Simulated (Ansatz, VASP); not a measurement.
## GaN: VASP beside Ansatz

```
Ga N
1.0
     3.23090    0.00000    0.00000
    -1.61545    2.79804    0.00000
     0.00000    0.00000    5.14689
Ga N
2 2
Cartesian
  0.0000 1.8654 -0.0136
  1.6154 0.9327 2.5599
  0.0000 1.8654 1.9437
  1.6154 0.9327 4.5171
```

Change from the starting cell: epitaxial_xy strain +1.5%.

Alike in both runs: task single point; functional PBE; k mesh 12 × 12 × 6; occupations fermi-dirac, width 0.02 eV; no spin polarisation.

```csv
,VASP,Ansatz
version,VASP 6.6.1,Ansatz 0.2.0
potentials or method,"VASP PAW PBE potentials, release 64 (Ga_d, N)","plane waves, PAW"
plane-wave cutoff (eV),520,420
valence electrons in the cell,36,36
```

VASP gave:

* gap on the k mesh at the Fermi level (eV): 1.77
* pressure (GPa): 2.0
* largest component of the traceless stress (GPa): 4.16
* rms of the force components (eV/Å): 0.006

Task: What did Ansatz give for the same quantities?

Result: gap on the k mesh at the Fermi level (eV): 1.76; pressure (GPa): 1.9; largest component of the traceless stress (GPa): 4.13; rms of the force components (eV/Å): 0.007.

Atom by atom the forces differ by 0.001 eV/Å (rms over components). With one functional, cell and mesh, what is left measures potentials, basis and numerics.
